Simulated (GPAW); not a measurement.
Slab: MoS2, a slab with vacuum.

```
CELL_PARAMETERS angstrom
3.18413 0.00000 0.00000
-1.59206 2.75753 0.00000
0.00000 0.00000 17.33460
ATOMIC_POSITIONS crystal
Mo 0.00000 0.00000 0.00000
S 0.33333 0.66667 0.91051
S 0.33333 0.66667 0.08949
```

Base run:

- Program: GPAW 26.7.0
- Functional: PBE
- Potentials or basis: GPAW PAW data sets (gpaw-data 1.2.1)
- Cutoff: 500 eV
- Basis: pw
- k mesh: 8 × 8 × 2
- Occupations: fermi-dirac, width 0.05 eV
- Spin: no spin polarisation

Its results: band gap on the k mesh 1.75 eV, indirect (least direct gap 1.96 eV); largest force 0.226 eV/Å.

Question: The run is repeated on the same cell with these changes: functional from PBE to r2SCAN; cutoff from 500 eV to 600 eV. What comes out?

Answer: Band gap on the k mesh 1.84 eV, indirect (least direct gap 2.08 eV); largest force 0.025 eV/Å.

Caveats: the cutoff is short for stress and forces, so pressures can be off by a GPa or more (some runs); the PAW data sets were made with another functional, which shifts forces and pressure a little (some runs).

A k mesh can miss the band edges.
